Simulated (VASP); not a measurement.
# Lattice of InSe across functionals, part 3 of 3

How close do the usual functionals come to the cell of InSe? The start is a cell from a database of measured crystal structures.

VASP 6.6.1, plane waves and PAW; the level of theory is named at each step.

So far. Step 2 (Relaxation with PBEsol): It ends with a largest force of 0.006 eV/Å and a pressure of 0.02 GPa. The volume lies +1.6 % from that of the database's start. The conventional cell has a = 4.010 and c = 25.221 Å. Step 3 (Relaxation with LDA): It ends at 27.85 Å³/atom, -3.3 % from the start, with 0.00 GPa left. The conventional cell has a = 3.978 and c = 24.386 Å.

### 4. Relaxation with PBE (continued)

Level of this step: PBE; plane waves and PAW (In_d, Se) (VASP).

The steps of the relaxation (22 of 26):

| step | energy less that of the first step (eV) | largest force (eV/Å) | pressure (GPa) | volume (Å³) |
| --- | --- | --- | --- | --- |
| 1 | 0.0000 | 0.2316 | 2.96 | 115.24 |
| 2 | -0.0443 | 0.4487 | -0.99 | 124.33 |
| 3 | -0.0564 | 0.2601 | 0.12 | 121.29 |
| 5 | -0.0672 | 0.1298 | -0.01 | 123.20 |
| 6 | -0.0675 | 0.1799 | -0.03 | 123.57 |
| 7 | -0.0717 | 0.1123 | -0.02 | 123.99 |
| 8 | -0.0737 | 0.0431 | -0.03 | 124.60 |
| 9 | -0.0771 | 0.0311 | 0.08 | 124.85 |
| 11 | -0.0791 | 0.2995 | 1.23 | 126.97 |
| 12 | -0.0842 | 0.1704 | 0.71 | 126.09 |
| 13 | -0.0860 | 0.1573 | 0.65 | 126.49 |
| 14 | -0.0904 | 0.1183 | 0.45 | 127.69 |
| 15 | -0.0957 | 0.0454 | 0.08 | 130.11 |
| 16 | -0.0946 | 0.1472 | -0.55 | 134.95 |
| 18 | -0.0975 | 0.0392 | -0.15 | 132.29 |
| 19 | -0.0978 | 0.0280 | -0.09 | 132.45 |
| 20 | -0.0980 | 0.0364 | 0.03 | 132.76 |
| 21 | -0.0980 | 0.0304 | 0.00 | 132.67 |
| 22 | -0.0981 | 0.0154 | 0.02 | 132.74 |
| 24 | -0.0983 | 0.0263 | 0.01 | 133.19 |
| 25 | -0.0983 | 0.0293 | -0.01 | 133.34 |
| 26 | -0.0984 | 0.0068 | 0.00 | 133.49 |

| conventional cell, symmetrised | before | after | change |
| --- | --- | --- | --- |
| a (Å) | 4.000 | 4.088 | +2.2 % |
| b (Å) | 4.000 | 4.088 | +2.2 % |
| c (Å) | 24.950 | 27.666 | +10.9 % |
| volume (Å³/atom) | 28.81 | 33.37 | +15.8 % |

The atoms that moved most (Å, as changes of fractional coordinates times the final cell):

| atom | dx | dy | dz | length |
| --- | --- | --- | --- | --- |
| Se3 | 0.000 | 0.000 | 0.279 | 0.279 |
| Se4 | 0.000 | 0.000 | -0.278 | 0.278 |
| In2 | 0.000 | 0.000 | -0.139 | 0.139 |
| In1 | 0.000 | 0.000 | 0.139 | 0.139 |

The relaxed structure:

```xyz
4
Lattice="2.0442 1.1802 9.2219 -2.0442 1.1802 9.2219 0.0000 -2.3604 9.2219" Properties=species:S:1:pos:R:3 pbc="T T T"
In    0.0000    0.0000    0.1387
In    0.0000    0.0000    2.9650
Se    0.0000    0.0000   17.3069
Se    0.0000    0.0000   22.6840
```

It ends at 33.37 Å³/atom, +15.8 % from the start, with 0.00 GPa left. The conventional cell has a = 4.088 and c = 27.666 Å. That is far more than a functional's usual error.

### 5. Relaxation with r2SCAN

This step: r2SCAN; plane waves and PAW (In_d, Se) (VASP 6.6.1).

r2SCAN adds the kinetic-energy density, costs more than a GGA and is run with LASPH.

INCAR

```
SYSTEM = InSe
PREC = Accurate
ENCUT = 520
EDIFF = 1E-06
NELM = 100
ISMEAR = -1
SIGMA = 0.05
LREAL = .FALSE.
ALGO = Normal
METAGGA = R2SCAN
LASPH = .TRUE.
NBANDS = 25
LORBIT = 11
LWAVE = .FALSE.
LCHARG = .FALSE.
KPAR = 2
IBRION = 2
NSW = 60
ISIF = 3
EDIFFG = -0.01
```

POSCAR

```
InSe
1.0
    2.0000000000      1.1547005384      8.3166666667
   -2.0000000000      1.1547005384      8.3166666667
    0.0000000000     -2.3094010768      8.3166666667
In Se
2 2
Direct
    0.0000000000      0.0000000000      0.0000000000
    0.1122000000      0.1122000000      0.1122000000
    0.6155000000      0.6155000000      0.6155000000
    0.8300000000      0.8300000000      0.8300000000
```

KPOINTS

```
Automatic mesh
0
Gamma
7 7 7
0 0 0
```

The projector-augmented-wave data sets are In_d and Se (PBE family, release 64).

On the command line:

```sh
$ mpirun -np 2 vasp_std
```

Output:

```text
[banner, memory and clock lines left out]
running    2 mpi-ranks, on    1 nodes
[...]
[... a notice as in an earlier step ...]

 LDA part: xc-table for (None), standard interpolation
 POSCAR, INCAR and KPOINTS ok, starting setup
[...]
entering main loop
       N       E                     dE             d eps       ncg     rms          rms(c)
DAV:   1     0.274692162391E+03    0.27469E+03   -0.17842E+04  2201   0.172E+03
DAV:   2    -0.438604621945E+02   -0.31855E+03   -0.31162E+03  2245   0.412E+02
DAV:   3    -0.821545552715E+02   -0.38294E+02   -0.37508E+02  2891   0.155E+02
DAV:   4    -0.837122927459E+02   -0.15577E+01   -0.15548E+01  2447   0.331E+01
[...]
DAV:  12    -0.764441406285E+02    0.17746E-04   -0.24478E-04  2286   0.136E-01    0.722E-02
DAV:  13    -0.764441421951E+02   -0.15666E-05   -0.12520E-05  2534   0.274E-02    0.343E-02
DAV:  14    -0.764441422115E+02   -0.16394E-07   -0.30735E-07  1415   0.516E-03
   1 F= -.76444142E+02 E0= -.76444142E+02  d E =-.764441E+02
[... from here on, the cycles between the ionic steps are left out ...]
   2 F= -.76454279E+02 E0= -.76454278E+02  d E =-.101367E-01
   3 F= -.76456000E+02 E0= -.76455999E+02  d E =-.118574E-01
   4 F= -.76460613E+02 E0= -.76460612E+02  d E =-.461335E-02
   5 F= -.76464472E+02 E0= -.76464471E+02  d E =-.847243E-02
   6 F= -.76467377E+02 E0= -.76467375E+02  d E =-.290467E-02
   7 F= -.76469342E+02 E0= -.76469341E+02  d E =-.487008E-02
   8 F= -.76470939E+02 E0= -.76470938E+02  d E =-.159638E-02
   9 F= -.76474517E+02 E0= -.76474517E+02  d E =-.517521E-02
  10 F= -.76476698E+02 E0= -.76476698E+02  d E =-.735568E-02
  11 F= -.76477727E+02 E0= -.76477727E+02  d E =-.102959E-02
  12 F= -.76477989E+02 E0= -.76477989E+02  d E =-.129118E-02
  13 F= -.76477986E+02 E0= -.76477986E+02  d E =-.128814E-02
  14 F= -.76478048E+02 E0= -.76478048E+02  d E =-.617772E-04
  15 F= -.76478052E+02 E0= -.76478052E+02  d E =-.660657E-04
[...]
hard stop encountered!  aborting job ...
[...]
|     The electronic self-consistency was not achieved in the given           |
[...]
soft stop encountered!  aborting job ...
  16 F= -.76478067E+02 E0= -.76478067E+02  d E =-.414754E-06
 deleting file STOPCAR
```

The job ended after 63 min (2 MPI ranks of Intel Xeon 6975P-C (Granite Rapids), shared host; peak memory 1.4 GiB).

The run was stopped at its time limit, by a STOPCAR file.

By then 15 ionic steps had been finished.

More ranks or a longer limit would be the way on, or going on from the last geometry.

### 6. The cells as a table

This step: relaxed cells at several levels; plane waves and PAW (VASP 6.6.1).

Derived from the runs above.

Lengths are those of the conventional cell; cost is the wall time of each run, as given at its step, times its ranks, without the set-up around it. Results by level, by row:

| level | volume (Å³/atom) | change from the start (%) | a (Å) | c (Å) | cost (core minutes) |
| --- | --- | --- | --- | --- | --- |
| PBEsol | 29.27 | 1.6 | 4.01 | 25.22 | 25.9 |
| LDA | 27.85 | -3.3 | 3.978 | 24.39 | 25.5 |
| PBE | 33.37 | 15.8 | 4.088 | 27.67 | 47.7 |

### 7. Summary of results

| Property | Result |
| --- | --- |
| volume, PBEsol | 29.27 Å³/atom |
| volume, LDA | 27.85 Å³/atom |
| volume, PBE | 33.37 Å³/atom |

What this shows: For InSe the levels give volumes between 27.85 Å³/atom (LDA) and 33.37 Å³/atom (PBE), a spread of 19.8 %, while the cost of the finished runs spans a factor of 1.9. Against the volume of the start, a cell from experiment, PBEsol comes nearest (+1.6 %) and PBE lies farthest (+15.8 %); thermal expansion is in that cell alone. Within 2 % of it: PBEsol. The costs hold the number of ionic steps as well as the price of the functional. Against the listed lengths the levels give a from -0.5 % to +2.2 % and c from -2.3 % to +10.9 %. The bonds form layers, so levels without dispersion can't be trusted for the spacing between them. Within 0.02 Å all end in space group R3m; the runs can't lower the symmetry of the start. Not obtained: r2SCAN, because the run hit its time limit. Each is a single relaxation on the plane waves of the start cell, so larger changes of volume carry a basis-set error that was not tested here. Zero-point and thermal expansion are not included.

[Lines on the potential files, build, host, timing and source positions are cut from VASP's logs without a mark.]

[Logs are printed without paths, hosts, clocks, repeated set-up lines and the standing remarks that a program may print on its own settings, such as how far it seeks lower states.]

[Hosts, paths, dates, database ids (printed as entryN), source tags and the programs' standing remarks are cut or masked in the printed files.]

[A measured line is paired with the nearest computed mode of its activity, which favours agreement.]
